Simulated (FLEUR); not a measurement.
Ni in FLEUR: convergence with Kmax

Input of the first run (Kmax 3); the others differ in this setting and in those tied to it:

File inp.xml:

```xml
<?xml version="1.0" encoding="UTF-8" standalone="no"?>
<fleurInput fleurInputVersion="0.39">
   <comment>
      Ni                                                                                                  
   </comment>
   <calculationSetup>
      <cutoffs Kmax="3.0" Gmax="16.5" GmaxXC="16.5" numbands="0"/>
      <scfLoop itmax="60" minDistance="0.00001" maxIterBroyd="15" imix="Anderson" alpha="0.05" precondParam="0.0" spinf="2.0" sdNocoIR="T"/>
      <coreElectrons ctail="T" frcor="F" kcrel="0" coretail_lmax="0"/>
      <xcFunctional name="vwn" relativisticCorrections="F"/>
      <magnetism jspins="2"/>
      <soc l_soc="F" theta="0.0" phi="0.0" spav="F"/>
      <expertModes spex="0" secvar="F"/>
      <geometryOptimization l_f="T" forcealpha="1.0" forcemix="BFGS" epsdisp="0.0005" epsforce="0.0002"/>
      <ldaU l_linMix="F" mixParam="0.05" spinf="1.0"/>
   </calculationSetup>
   <cell>
      <bzIntegration valenceElectrons="36.0" mode="hist" fermiSmearingEnergy="0.00183747">
         <kPointListSelection listName="default-1"/>
         <!-- k-points included here -->
         <xi:include xmlns:xi="http://www.w3.org/2001/XInclude" href="kpts.xml"> </xi:include>
      </bzIntegration>
      <!-- symmetry operations included here -->
      <xi:include xmlns:xi="http://www.w3.org/2001/XInclude" href="sym.xml"> </xi:include>
      <bulkLattice scale="1.0">
         <bravaisMatrix>
            <row-1>    4.6260928235916561     0.0000000000000000     0.0000000000000000</row-1>
            <row-2>   -2.3130464117958280     4.0063139056071364     0.0000000000000000</row-2>
            <row-3>    0.0000000000000000     0.0000000000000000     7.6964908654976432</row-3>
         </bravaisMatrix>
      </bulkLattice>
   </cell>
   <atomSpecies>
      <species name="Nickel (Ni1.000" element="Ni" atomicNumber="28">
         <mtSphere radius="2.1" gridPoints="701" logIncrement="0.017"/>
         <atomicCutoffs lmax="8" lnonsphr="8"/>
         <electronConfig flipSpins="F">
            <coreConfig>(1s1/2) (2s1/2) (2p1/2) (2p3/2)</coreConfig>
            <valenceConfig>(3s1/2) (3p1/2) (3p3/2) (4s1/2) (3d3/2) (3d5/2)</valenceConfig>
            <stateOccupation state="(3d3/2)" spinUp="1.6" spinDown="1.6"/>
            <stateOccupation state="(3d5/2)" spinUp="2.9" spinDown="1.9"/>
         </electronConfig>
         <energyParameters s="4" p="4" d="3" f="4"/>
         <lo type="SCLO" l="0" n="3" eDeriv="0"/>
         <lo type="SCLO" l="1" n="3" eDeriv="0"/>
         <lo type="SCLO" l="1" n="3" eDeriv="1"/>
         <lo type="SCLO" l="2" n="3" eDeriv="2"/>
         <lo type="SCLO" l="3" n="4" eDeriv="2"/>
      </species>
   </atomSpecies>
   <atomGroups>
      <atomGroup species="Nickel (Ni1.000">
         <relPos label="                   1">-.3347035000 .3385605000 -.2445315000</relPos>
         <relPos label="                   2">.3347035000 -.3385605000 .2445315000</relPos>
         <force calculate="T" relaxXYZ="TTT"/>
      </atomGroup>
   </atomGroups>
   <output dos="F" band="F" slice="F">
      <checks vchk="F" cdinf="F"/>
      <bandDOS minEnergy="-.5*Htr" maxEnergy="0.5*Htr" sigma="0.015" storeEVData="T"/>
      <vacuumDOS vacdos="F" integ="F" star="F" nstars="0" locx1="0.0" locy1="0.0" locx2="0.0" locy2="0.0" nstm="0" tworkf="0.0"/>
      <unfoldingBand unfoldBand="F" supercellX="1" supercellY="1" supercellZ="1"/>
      <plotting iplot="0" polar="F">
         <plot TwoD="T" vec1="  1.0  0.0  0.0" vec2="  0.0  1.0  0.0" vec3="  0.0  0.0  1.0" zero="  0.0  0.0  0.0" file="plot"/>
      </plotting>
      <chargeDensitySlicing numkpt="0" minEigenval="0.0" maxEigenval="0.0" nnne="0" pallst="F"/>
      <specialOutput eonly="F"/>
      <moessbauerParams electricFieldGradient="T" isomerShift="T" coreHyperfine="T" valenceHyperfine="T"/>
      <magneticCircularDichroism mcd="F" energyLo="-10.0" energyUp="0.0"/>
   </output>
  <!-- We include the file relax.xml here to enable relaxations (see documentation) -->
  <xi:include xmlns:xi="http://www.w3.org/2001/XInclude" href="relax.xml"> <xi:fallback/> </xi:include>
</fleurInput>
```

The input crystal.txt:

```
Ni
&input cartesian=F /
2.4480228978  0.0000000000  0.0000000000
-1.2240114489  2.1200500186  0.0000000000
0.0000000000  0.0000000000  4.0728075700
1.8897261246
1.0 1.0 1.0

2
28 0.6727700000  0.3354790000  0.7554090000 : 1.000
28 0.3421770000  0.6583580000  0.2444720000 : 1.000

&kpt div1=5 div2=5 div3=3 gamma=T /
```

Potentials or basis: all-electron, FLAPW.

Launch:

```console
$ inpgen -f crystal.txt -profile fastHighL
$ # inp.xml edited to the form shown
$ fleur_MPI
```

The cell isn't the ideal one: atoms moved at random.

This isn't the form of Ni at room conditions, which is fcc.

Hardware: 1 thread of Arm Neoverse V2, on a shared host.

```csv
Kmax,"energy less the tightest run, at zero smearing (meV/atom)",largest force (eV/Å),largest site moment (μB),SCF cycles,CPU time (s),peak memory (GiB)
2.6,refused,-,-,-,-,-
3,1684.71,0.274,0.86,24,110,0.14
3.4,502.94,0.342,0.85,23,110,0.14
3.8,137.22,0.370,0.84,22,110,0.14
4.2,35.11,0.360,0.84,23,120,0.14
4.6,9.25,0.361,0.84,23,130,0.14
5,2.09,0.362,0.83,22,150,0.14
5.5,0.00,0.363,0.83,22,190,0.14
```

Against the tightest run, the largest force stays within 0.005 eV/Å from 4.2 on; the largest site moment stays within 0.02 μB from 3.4 on. Not settled before the last step: the energy (to 1 meV/atom). The tightest run that finished is the yardstick and may itself not be fully converged.

Caveat, for the tightest run too: the k mesh is coarse (spacing up to 0.59 Å⁻¹), so the values aren't converged.
